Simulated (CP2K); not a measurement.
**W2C in CP2K: the effect of functional**

W2C:

```xyz
3
Lattice="3.0700 0.0000 0.0000 -1.5350 2.6587 0.0000 0.0000 0.0000 4.6784" Properties=species:S:1:pos:R:3 pbc="T T T"
W     1.5350    0.8862    1.1868
W     0.0000    1.7725    3.4917
C     0.0000    0.0000    0.0000
```

The cell comes from a database or a generator and needn't be the stable form of this composition.

Alike in all runs:

| Quantity | Value |
| --- | --- |
| Program | CP2K 2026.2 |
| Task | atomic charges |
| Potentials or basis | POTENTIAL_UZH W GTH-PBE-q14, C GTH-PBE-q4; TZVP-MOLOPT-PBE-GTH basis |
| Density cutoff | 9184 eV |
| k mesh | 10 × 10 × 6 |
| Occupations | fermi-dirac, width 0.05 eV |
| Spin | no spin polarisation |

```csv
functional,pressure (GPa),largest force (eV/Å)
PBE,-4.0,0.02
LDA,-13.1,0.11
PBEsol,-10.4,0.12
WC,-8.8,0.06
HLE16,-66.3,2.17
vdW-DF2,13.3,0.57
TPSS,?,?
```

Problem. What does the run with functional TPSS give?

Solution. Pressure -5.8 GPa; largest force 0.11 eV/Å.

Caveats: the basis of atomic orbitals isn't converged, which shifts pressures, moduli and gaps; the potentials were made for another functional, which shifts forces and pressure (some runs); the potentials were made for a functional far from this one (some runs); the cell as given lies far from equilibrium (some runs).
